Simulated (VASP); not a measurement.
# CdS, equation of state: which settings are enough?

CdS, P6_3mc (no. 186), 4 atoms in the cell. PBE; PAW potentials Cd, S (PBE set). VASP 6.6.1.

Wanted: equilibrium volume within 1 %; bulk modulus within 5 %.

What the run is for: equation of state; Accuracy asked: screening.

The series start from Plane-wave cutoff (eV): 360; k-point mesh: 6 × 6 × 4; Volumes: 5 from 0.92 to 1.08; Precision mode (PREC): Accurate; Electronic threshold (eV): 1e-6; Aspherical gradient terms in the spheres (LASPH): yes; Start of each volume: each volume from scratch. Each series keeps the choices made before it, and each single choice may use up half of a tolerance. Times cover all steps of a run.

## Plane-wave cutoff (eV)

| Plane-wave cutoff (eV) | Equilibrium volume (Å³/atom) | Bulk modulus (GPa) | Time (s) |
|---|---|---|---|
| 220 | 26.28 | 40.7 | 46 |
| 280 | 26.23 | 53.25 | 56 |
| 320 | 26.21 | 53.21 | 92 |
| 360 | 26.2 | 53.42 | 108 |
| 410 | 26.19 | 53.17 | 139 |
| 480 | 26.19 | 53.07 | 168 |
| 580 | 26.19 | 53.18 | 230 |
| 720 (reference) | 26.19 | 53.13 | 301 |

Chosen: 280, the loosest value from which every tighter one stays within half of the tolerance.

## k-point mesh

| k-point mesh | Equilibrium volume (Å³/atom) | Bulk modulus (GPa) | Time (s) |
|---|---|---|---|
| 2 × 2 × 1 | 26.45 | 59.32 | 21 |
| 3 × 3 × 2 | 26.39 | 52.55 | 30 |
| 4 × 4 × 2 | 26.23 | 52.02 | 36 |
| 5 × 5 × 3 | 26.25 | 52.38 | 38 |
| 6 × 6 × 4 | 26.23 | 53.25 | 56 |
| 8 × 8 × 4 | 26.22 | 52.44 | 82 |
| 10 × 10 × 5 (reference) | 26.22 | 53.17 | 104 |

Chosen: 4 × 4 × 2.

## Volumes

| Volumes | Equilibrium volume (Å³/atom) | Bulk modulus (GPa) | Time (s) |
|---|---|---|---|
| 5 from 0.88 to 1.12 | 26.24 | 52.73 | 38 |
| 5 from 0.92 to 1.08 | 26.23 | 52.02 | 36 |
| 7 from 0.91 to 1.09 (reference) | 26.24 | 52.93 | 52 |

Chosen: 5 from 0.88 to 1.12.

## Precision mode (PREC)

| Precision mode (PREC) | Equilibrium volume (Å³/atom) | Bulk modulus (GPa) | Time (s) |
|---|---|---|---|
| SingleN | 26.41 | 74.71 | 22 |
| Normal | 26.25 | 53.21 | 25 |
| Accurate (reference) | 26.24 | 52.73 | 38 |

Chosen: Normal.

## Electronic threshold (eV)

| Electronic threshold (eV) | Equilibrium volume (Å³/atom) | Bulk modulus (GPa) | Time (s) |
|---|---|---|---|
| 0.001 | 26.25 | 53.21 | 20 |
| 0.0001 | 26.25 | 53.22 | 21 |
| 1e-5 | 26.25 | 53.21 | 24 |
| 1e-6 | 26.25 | 53.21 | 25 |
| 1e-7 (reference) | 26.25 | 53.21 | 23 |

Chosen: 0.001.

## Aspherical gradient terms in the spheres (LASPH)

| Aspherical gradient terms in the spheres (LASPH) | Equilibrium volume (Å³/atom) | Bulk modulus (GPa) | Time (s) |
|---|---|---|---|
| no | 26.25 | 53.21 | 13 |
| yes (reference) | 26.25 | 53.21 | 20 |

Chosen: no.

## Start of each volume

| Start of each volume | Equilibrium volume (Å³/atom) | Bulk modulus (GPa) | Time (s) |
|---|---|---|---|
| each volume from scratch | 26.25 | 53.21 | 13 |
| orbitals of the volume before (WAVECAR) | 26.25 | 53.21 | 9.7 |

Chosen: orbitals of the volume before (WAVECAR); it saves 3.4 s of 13, so each volume from scratch would do nearly as well.

## All choices together

| Input | Equilibrium volume (Å³/atom) | Bulk modulus (GPa) | Time (s) |
|---|---|---|---|
| the program's defaults (naive) | 26.28 | 54.02 | 16 |
| chosen settings | 26.25 | 53.21 | 9.7 |
| reference settings throughout | 26.19 | 53.12 | 1008 |

The tolerance is met.

## The input

INCAR:
```
SYSTEM = CdS
  GGA = PE
  ISMEAR = 0
  SIGMA = 0.03
  LWAVE = .TRUE.
  LCHARG = .FALSE.
  ISIF = 2
  NSW = 0
  PREC = Normal
  LASPH = .FALSE.
  LREAL = .FALSE.
  ALGO = Normal
  EDIFF = 0.001
  NELM = 120
  GGA_COMPAT = .FALSE.
  ENCUT = 280
  EFERMI = MIDGAP
  KPAR = 2
```

KPOINTS:
```
Automatic mesh
0
Gamma
  4 4 2
  0 0 0
```

POSCAR.step1:
```
CdS
1.0
    3.9768784814      0.0000000000      0.0000000000
   -1.9884392407      3.4440777926      0.0000000000
    0.0000000000      0.0000000000      6.4559591154
Cd S
2 2
Direct
    0.6666666667      0.3333333333      0.5000000000
    0.3333333333      0.6666666667      0.0000000000
    0.6666666667      0.3333333333      0.8750000000
    0.3333333333      0.6666666667      0.3750000000
```

POSCAR.step2:
```
CdS
1.0
    4.0652823512      0.0000000000      0.0000000000
   -2.0326411756      3.5206377897      0.0000000000
    0.0000000000      0.0000000000      6.5994716144
Cd S
2 2
Direct
    0.6666666667      0.3333333333      0.5000000000
    0.3333333333      0.6666666667      0.0000000000
    0.6666666667      0.3333333333      0.8750000000
    0.3333333333      0.6666666667      0.3750000000
```

POSCAR.step3:
```
CdS
1.0
    4.1500000000      0.0000000000      0.0000000000
   -2.0750000000      3.5940054257      0.0000000000
    0.0000000000      0.0000000000      6.7370000000
Cd S
2 2
Direct
    0.6666666667      0.3333333333      0.5000000000
    0.3333333333      0.6666666667      0.0000000000
    0.6666666667      0.3333333333      0.8750000000
    0.3333333333      0.6666666667      0.3750000000
```

POSCAR.step4:
```
CdS
1.0
    4.2313932131      0.0000000000      0.0000000000
   -2.1156966065      3.6644940159      0.0000000000
    0.0000000000      0.0000000000      6.8691315847
Cd S
2 2
Direct
    0.6666666667      0.3333333333      0.5000000000
    0.3333333333      0.6666666667      0.0000000000
    0.6666666667      0.3333333333      0.8750000000
    0.3333333333      0.6666666667      0.3750000000
```

POSCAR.step5:
```
CdS
1.0
    4.3097701045      0.0000000000      0.0000000000
   -2.1548850523      3.7323703950      0.0000000000
    0.0000000000      0.0000000000      6.9963665528
Cd S
2 2
Direct
    0.6666666667      0.3333333333      0.5000000000
    0.3333333333      0.6666666667      0.0000000000
    0.6666666667      0.3333333333      0.8750000000
    0.3333333333      0.6666666667      0.3750000000
```

Commands (each step's output is kept before the next begins):
```
cat potpaw_PBE.64/Cd/POTCAR potpaw_PBE.64/S/POTCAR > POTCAR
cp POSCAR.step1 POSCAR
mpirun -np 2 vasp_std > vasp.out
cp POSCAR.step2 POSCAR
mpirun -np 2 vasp_std > vasp.out
cp POSCAR.step3 POSCAR
mpirun -np 2 vasp_std > vasp.out
cp POSCAR.step4 POSCAR
mpirun -np 2 vasp_std > vasp.out
cp POSCAR.step5 POSCAR
mpirun -np 2 vasp_std > vasp.out
```

The naive input happens to agree within the tolerance here, in 16 s.

Limits: Every volume keeps the cell's shape and the atoms' fractional positions, so the modulus is that of a clamped cell, stiffer than the relaxed one, above all in layered crystals.

The chosen input took VASP 6.6.1 9.7 s on 2 cores (Intel Xeon Platinum 8488C (Sapphire Rapids)), a shared host.

## An input that fails: cutoff far too low

It runs to its end, but against the unchanged starting input it is off by 7.8 % in the equilibrium volume, 1413 % in the bulk modulus.

Changes against the starting input:
```
(all steps)
- PREC = Accurate
- NELM = 120
- ENCUT = 360
+ PREC = Low
+ NELM = 96
+ ENCUT = 160
```
